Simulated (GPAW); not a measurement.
Runs of GPAW 26.7.0 on InAs. The structure is cubic, space group F-43m (No. 216). The conventional cell has a = 6.036 Å, b = 6.036 Å, c = 6.036 Å, α = 90.00°, β = 90.00°, γ = 90.00°. In (site symmetry -43m) has 4 As at 2.61 Å as nearest neighbours. As (site symmetry -43m) has 4 In at 2.61 Å as nearest neighbours. 

| task | level | potentials or basis | cell | k mesh | cutoff (eV) | maxiter | optimizer | fmax | max steps | convergence | mesh quality | gap on the mesh (eV) | pressure (GPa) | relaxed volume (Å³/atom) |
| --- | --- | --- | --- | --- | --- | --- | --- | --- | --- | --- | --- | --- | --- | --- |
| relaxation of cell and atoms | revPBE+D3(BJ) | the program's PAW data sets (release 1.2.1) made for this functional, pw | relaxed | 8 × 8 × 8 | 600 | 150 | FIRE | 0.02 eV/Å | 60 | density=1e-05 forces=0.0001 | not flagged | none | -0.1 | 28.14 |
| relaxation of cell and atoms | PBEsol+D4 | PAW data sets generated in the run's folder for this functional, pw | relaxed | 8 × 8 × 8 | 600 | 150 | FIRE | 0.02 eV/Å | 100 | density=1e-05 forces=0.0001 | not flagged | none | 0.1 | (a) |
| relaxation of cell and atoms | BLYP+D4 | PAW data sets generated in the run's folder for this functional, pw | relaxed to 1 GPa | 8 × 8 × 8 | 600 | 150 | BFGS | 0.01 eV/Å | 60 | density=1e-05 forces=0.0001 | not flagged | none | 1.0 | - |
| relaxation of cell and atoms | BLYP+D3(BJ) | PAW data sets generated in the run's folder for this functional, pw | relaxed | 8 × 8 × 8 | 600 | 150 | BFGS | 0.01 eV/Å | 100 | density=1e-05 forces=0.0001 | not flagged | none | 0.0 | 28.54 |
| relaxation of cell and atoms | PBEsol+D3(BJ) | PAW data sets generated in the run's folder for this functional, pw | relaxed | 8 × 8 × 8 | 600 | 150 | BFGS | 0.02 eV/Å | 60 | density=1e-05 forces=0.0001 | not flagged | none | 0.0 | (c) |
| relaxation of cell and atoms | revPBE+D4 | the program's PAW data sets (release 1.2.1) made for this functional, pw | relaxed to -2 GPa | 8 × 8 × 8 | 600 | 150 | FIRE | 0.05 eV/Å | 60 | density=1e-05 forces=0.0001 | not flagged | none | -2.2 | - |
| single point | PBE0 | GPAW PAW data sets (gpaw-data 1.2.1), pw | as given | 3 × 3 × 3 | 450 | 60 | - | - | - | - | coarse | 1.36 | - | - |
| relaxation of cell and atoms | RPBE+D3(BJ) | the program's PAW data sets (release 1.2.1) made for this functional, pw | relaxed | 8 × 8 × 8 | 600 | 150 | FIRE | 0.05 eV/Å | 100 | density=1e-05 forces=0.0001 | not flagged | 0.34 | 0.2 | (b) |
| relaxation of cell and atoms | RPBE+D4 | the program's PAW data sets (release 1.2.1) made for this functional, pw | relaxed | 8 × 8 × 8 | 600 | 150 | BFGS | 0.05 eV/Å | 40 | density=1e-05 forces=0.0001 | not flagged | none | 0.0 | 28.28 |

Alike in all rows: no spin polarisation; smearing fermi-dirac 0.05 eV.

**Question.** Fill in the values left out.

**Answer.** (a) 27.53; (b) 25.55; (c) 27.25.

Caveats: some runs use coarse meshes; later steps reuse the first step's grids (some runs); pairwise dispersion overbinds metals, which lowers pressure and volume (some runs); this crystal is a semiconductor, whose small gap the functional closes, so the metal is an error of the method (some runs); spin-orbit coupling is left out, which moves the levels of the heavy elements (some runs); exact exchange converges slowly with the k mesh, and this mesh is small (some runs); the PAW data sets were made with another functional, which shifts forces and pressure a little (some runs).

A k mesh can miss the band edges, and the runs leave out spin-orbit coupling on As, In.

A gap of «none» marks a metal or a gap under the smearing width.

Runs at the PBE level aren't shown here.
